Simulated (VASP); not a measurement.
# C (Fd-3m) in VASP: a series of runs, part 3 of 3

VASP 6.6.1. Earlier steps stand in the parts before.

## (6) EvGW0 quasiparticle levels, PBE

File POSCAR:

```
C
1.0
    0.0000000000      1.7833700000      1.7833700000
    1.7833700000      0.0000000000      1.7833700000
    1.7833700000      1.7833700000      0.0000000000
C
2
Direct
    0.7500000000      0.7500000000      0.7500000000
    0.5000000000      0.5000000000      0.5000000000
```

File INCAR.step1:

```
ALGO = Normal
EDIFF = 1E-8
ENCUT = 450
GGA = PE
ISMEAR = 0
LASPH = T
LCHARG = F
LREAL = F
LWAVE = T
NELM = 80
PREC = Accurate
SIGMA = 0.01
```

File INCAR.step2:

```
ALGO = Exact
EDIFF = 1E-8
ENCUT = 450
GGA = PE
ISMEAR = 0
ISTART = 1
LASPH = T
LCHARG = F
LOPTICS = T
LREAL = F
LWAVE = T
NBANDS = 37
NELM = 1
PREC = Accurate
SIGMA = 0.01
```

File INCAR.step3:

```
ALGO = EVGW0
EDIFF = 1E-8
ENCUT = 450
ENCUTGW = 120
GGA = PE
ISMEAR = 0
ISTART = 1
LASPH = T
LCHARG = F
LREAL = F
LWAVE = F
NBANDS = 37
NBANDSGW = 12
NELMGW = 4
NOMEGA = 50
PREC = Accurate
PRECFOCK = Fast
SIGMA = 0.01
```

File KPOINTS:

```
k-points
0
Gamma
  6 6 6
```

Potentials or basis: VASP PAW PBE potentials, release 64 (C_GW).

Command:

```bash
cat potpaw_PBE.64/C_GW/POTCAR > POTCAR
cp INCAR.step1 INCAR
mpirun -np 1 vasp_std > vasp.out
cp INCAR.step2 INCAR
mpirun -np 1 vasp_std > vasp.out
cp INCAR.step3 INCAR
mpirun -np 1 vasp_std > vasp.out
```

OUTCAR:

```text
EDIFF = 1E-8
   ENCUT = 450
   ENCUTGW = 120
   GGA = PE
   ISMEAR = 0
   ISTART = 1
   LASPH = T
   LREAL = F
   NELMGW = 4
   PREC = Accurate
   PRECFOCK = Fast

 ion  position               nearest neighbor table
   1  0.750  0.750  0.750-   2 1.54   2 1.54   2 1.54   2 1.54
   2  0.500  0.500  0.500-   1 1.54   1 1.54   1 1.54   1 1.54

  LATTYP: Found a face centered cubic cell.
 ALAT       =     3.5667400000

  Lattice vectors:

 A1 = (   0.0000000000,   1.7833700000,   1.7833700000)
 A2 = (   1.7833700000,   0.0000000000,   1.7833700000)
 A3 = (   1.7833700000,   1.7833700000,   0.0000000000)

Analysis of symmetry for initial positions (statically):
=====================================================================
 Subroutine PRICEL returns:
 Original cell was already a primitive cell.

 Routine SETGRP: Setting up the symmetry group for a
 face centered cubic supercell.

 Subroutine GETGRP returns: Found 48 space group operations
 (whereof 24 operations were pure point group operations)
 out of a pool of 48 trial point group operations.

The static configuration has the point symmetry T_d .
 The point group associated with its full space group is O_h .

Analysis of symmetry for dynamics (positions and initial velocities):
=====================================================================
 Subroutine PRICEL returns:
 Original cell was already a primitive cell.

[... 115 lines left out ...]
   EFERMI_NEDOS =   21; number of points for ismear=-14 and -15
   IALGO  =     38    algorithm
   IMIX   =      4    mixing-type and parameters
     AMIX     =   0.40;   BMIX     =  1.00
     AMIX_MAG =   1.60;   BMIX_MAG =  1.00
  volume/ion in A,a.u.               =       5.67        38.28
  Fermi-wavevector in a.u.,A,eV,Ry     =   1.457203  2.753714 28.891161  2.123440
  Thomas-Fermi vector in A             =   2.574032
   LORBIT       =      0    0 simple, 1 ext, 2 COOP (PROOUT), +10 PAW based schemes
   GGA     = PE    functional components
   LHFCALC =     T    Hartree Fock is set to
   PRECFOCK=fast      Normal, Fast or Accurate (Low or Medium for compatibility)
   ENCUT4O =  -1.0   cutoff for four orbital integrals eV
   NKREDX  =     1    reduce k-point grid by
   NKREDY  =     1    reduce k-point grid by
   NKREDZ  =     1    reduce k-point grid by
   AEXX    =    1.0000 exact exchange contribution
   HFSCREEN=    0.0000 screening length (either q_TF or 0.3 A-1)
   HFSCREENC=   0.0000 screening length for correlation (either q_TF or 0.3 A-1)
   ENCUTFOCK=  -1.0 apply spherical cutoff to Coloumb kernel
   IVDW    =     0    specifies the selected vdW correction
   LEPSILON=     F    determine dielectric tensor
   LRPA    =     F    only Hartree local field effects (RPA)
   LRPAFORCE           =     F    calculate RPA forces
   ENCUTGW             = 120.0    cutoff for response function in eV
   ENCUTGWSOFT         =  96.0    soft cutoff for Coulomb kernel in GW response function in eV
   ENCUTLF             =  -1.0    cutoff for local field effects
   NELMGW              =     4    number of iterations in solving QP/BSE equation
   NELMHF              =     1    number of iterations in the inner HF iteration
   NKREDLFX            =     1    NKREDLFY  =   1   NKREDLFZ  =   1
 non-spin polarized calculation
 Gauss-broadening in eV      SIGMA  =   0.01
  energy-cutoff  :      450.00
  volume of cell :       11.34
 maximum number of plane-waves:       259
 NGX is ok and might be reduce to    18
  NGX = 12; NGY = 12; NGZ = 12
   NGX =  9   NGY =  9   NGZ =  9
 maximum number of plane-waves:        40
 NGX is ok and might be reduce to    10

 QP shifts <psi_nk| G(iteration)W_0 |psi_nk>: iteration 1
 for sc-GW calculations column KS-energies equals QP-energies in previous step
 and V_xc(KS)=  KS-energies - (<T + V_ion + V_H > + <T+V_H+V_ion>^1  + <V_x>^1)

 k-point   1 :       0.0000    0.0000    0.0000
  band No.  KS-energies  QP-energies   sigma(KS)   V_xc(KS)     V^pw_x(r,r')   Z            occupation Imag(sigma)

      1     -11.7098     -13.1914     -16.7332     -14.7752     -25.4230       0.7567       2.0000       1.4629
      2       9.7648       9.4541     -17.1717     -16.7960     -19.1902       0.8269       2.0000       0.0716
      3       9.7648       9.4541     -17.1717     -16.7960     -19.1902       0.8269       2.0000       0.0716
      4       9.7648       9.4541     -17.1717     -16.7960     -19.1902       0.8269       2.0000       0.0716
      5      15.3571      16.6757     -13.9189     -15.5201      -9.3155       0.8235       0.0000      -0.1047
      6      15.3571      16.6757     -13.9189     -15.5201      -9.3155       0.8235       0.0000      -0.1047
      7      15.3571      16.6757     -13.9189     -15.5201      -9.3155       0.8235       0.0000      -0.1047
      8      23.0843      24.4002     -14.6863     -16.3838      -7.7910       0.7752       0.0000      -0.2440
      9      29.0602      29.5484     -11.2595     -11.8646      -4.3328       0.8070       0.0000      -0.4113
     10      36.3018      37.6229     -12.2875     -13.8796      -5.9010       0.8297       0.0000      -0.5838
     11      36.3018      37.6229     -12.2875     -13.8796      -5.9010       0.8297       0.0000      -0.5838
     12      37.3052      37.8978     -10.7880     -11.5093      -3.2624       0.8216       0.0000      -1.0012
[... 1002 lines left out ...]
      1      -3.8339      -3.8390     -17.1704      13.3297     -23.3700       0.7596       2.0000       0.4605
      2      -3.8339      -3.8390     -17.1704      13.3297     -23.3700       0.7596       2.0000       0.4605
      3       0.8993       0.8968     -16.1712      17.0674     -20.2508       0.7948       2.0000       0.1823
      4       0.8993       0.8968     -16.1712      17.0674     -20.2508       0.7948       2.0000       0.1823
      5      19.2325      19.2365     -12.9899      32.2272      -7.6243       0.8252       0.0000      -0.1345
      6      19.2325      19.2365     -12.9899      32.2272      -7.6243       0.8252       0.0000      -0.1345
      7      26.2367      26.2440     -14.2661      40.5123      -6.9610       0.7737       0.0000      -0.3162
      8      26.2367      26.2440     -14.2661      40.5123      -6.9610       0.7737       0.0000      -0.3162
      9      33.2251      33.2329     -13.4855      46.7206      -5.4866       0.7823       0.0000      -0.6331
     10      33.2251      33.2329     -13.4855      46.7206      -5.4866       0.7823       0.0000      -0.6331
     11      41.8123      41.8173     -12.0167      53.8351      -4.2495       0.8060       0.0000      -1.0505
     12      41.8123      41.8173     -12.0167      53.8351      -4.2495       0.8060       0.0000      -1.0505
```

OUTCAR.step2:

```text
EDIFF = 1E-8
   ENCUT = 450
   GGA = PE
   ISMEAR = 0
[... 852 lines left out ...]
  --------------------------------------------------------------------------------------------------------------
     0.00000     6.25418     6.25418     6.25418     0.00000     0.00000    -0.00000
     1.52351     6.37820     6.37820     6.37820     0.00000     0.00000    -0.00000
     3.04702     6.81690     6.81690     6.81690     0.00000     0.00000    -0.00000
     4.57053     7.97856     7.97856     7.97856     0.00000     0.00000    -0.00000
     6.09404     7.16307     7.16307     7.16307     0.00000     0.00000    -0.00000
     7.61755     8.76973     8.76973     8.76973     0.00000     0.00000    -0.00000
[... 92 lines left out ...]
   149.30403     0.95518     0.95518     0.95518    -0.00000    -0.00000     0.00000
   150.82754     0.95614     0.95614     0.95614    -0.00000    -0.00000     0.00000
```

Wall time 82 s (1 thread of Intel Xeon Platinum 8488C (Sapphire Rapids), shared host); peak memory 0.17 GiB.

What came out:

| Property | Result |
| --- | --- |
| Band gap on the k mesh, mean-field level | 4.15 eV, indirect (least direct gap 5.59 eV) |
| Quasiparticle gap | 5.51 eV |
| Least direct quasiparticle gap | 7.43 eV |

Levels at points of the mesh, in eV from the valence-band top:
```
           k point  band 2  band 3  band 4  band 5  band 6  band 7
(0.00, 0.00, 0.00)    0.00    0.00    0.00    5.59    5.59    5.59
(0.50, 0.00, 0.00)  -13.37   -2.79   -2.79    8.46    8.46    8.84
(0.50, 0.50, 0.00)  -12.76   -6.30   -6.30    4.76    4.76   16.81
```

Quasiparticle gap after each update of the energies (eV): 5.34, 5.49, 5.51, 5.51

Caveat: the k mesh is coarse (spacing up to 0.51 Å⁻¹), so the values aren't converged; the cutoff is under 1.25 times the usual one of these potentials, so pressure, stress and relaxed cells hold a basis-set (Pulay) error; bands, screening cutoff and mesh are small and nothing is extrapolated, so the quasiparticle values aren't converged.

## (7) Overview

```tsv
task	level	potentials or basis	k mesh	cutoff (eV)	smearing	GW scheme	GW iterations	cutoff of the response function	frequency points	empty bands	mesh quality	gap on the mesh (eV)	pressure (GPa)
band structure	r2SCAN	VASP PAW PBE potentials, release 64 (C)	12 × 12 × 12	520	gaussian 0.02 eV	-	-	-	-	-	not flagged	4.34	-1.3
G0W0 quasiparticle levels	PBE	VASP PAW PBE potentials, release 64 (C_GW)	6 × 6 × 6	450	gaussian 0.01 eV	G0W0	1	180	50	62	coarse	-	-
band structure	PBE0	VASP PAW PBE potentials, release 64 (C)	8 × 8 × 8	520	gaussian 0.02 eV	-	-	-	-	-	not flagged	6.03	-7.4
G0W0 quasiparticle levels	PBE	VASP PAW PBE potentials, release 64 (C_GW)	8 × 8 × 8	450	gaussian 0.01 eV	G0W0	1	120	50	33	not flagged	-	-
evGW0 quasiparticle levels	PBE	VASP PAW PBE potentials, release 64 (C_GW)	6 × 6 × 6	450	gaussian 0.01 eV	evGW0	4	120	50	33	coarse	-	-
```

Alike in all rows: no spin polarisation; cell as given.

Caveats: some runs use coarse meshes; the cutoff is under 1.25 times the usual one of these potentials, so pressure, stress and relaxed cells hold a basis-set (Pulay) error (some runs); bands, screening cutoff and mesh are small and nothing is extrapolated, so the quasiparticle values aren't converged (some runs); the PAW data sets were made with another functional, which shifts forces and pressure a little (some runs).

Absolute energies hang on the potentials; compare differences alone.
